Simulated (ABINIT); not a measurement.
Crystal: NaCl.

```xyz
2
Lattice="0.0000 2.7941 2.7941 2.7941 0.0000 2.7941 2.7941 2.7941 0.0000" Properties=species:S:1:pos:R:3 pbc="T T T"
Cl    2.7941    2.7941    2.7941
Na    0.0000    0.0000    0.0000
```

The cell is a database's computed one.

Base run:

| Property | Result |
| --- | --- |
| Program | ABINIT 10.8.3 (patched build) |
| Functional | r2SCAN |
| Potentials or basis | PseudoDojo NC SR PBE v0.4.1 standard |
| Cutoff | 1442 eV |
| k mesh | 8 × 8 × 8 |
| Occupations | fermi-dirac, width 0.05 eV |
| Spin | no spin polarisation |

Its results: band gap on the k mesh 5.95 eV, direct; pressure 0.2 GPa.

Q: The run is repeated on the same cell with these changes: potentials or basis from PseudoDojo NC SR PBE v0.4.1 standard to SG15 NC PBE v1.2; cutoff from 1442 eV to 1306 eV. What comes out?

A: Band gap on the k mesh 5.96 eV, direct; pressure 0.6 GPa.

Caveats: the potentials were made for another functional, which shifts forces and pressure; a meta-GGA on potentials with a model core is unreliable (some runs).

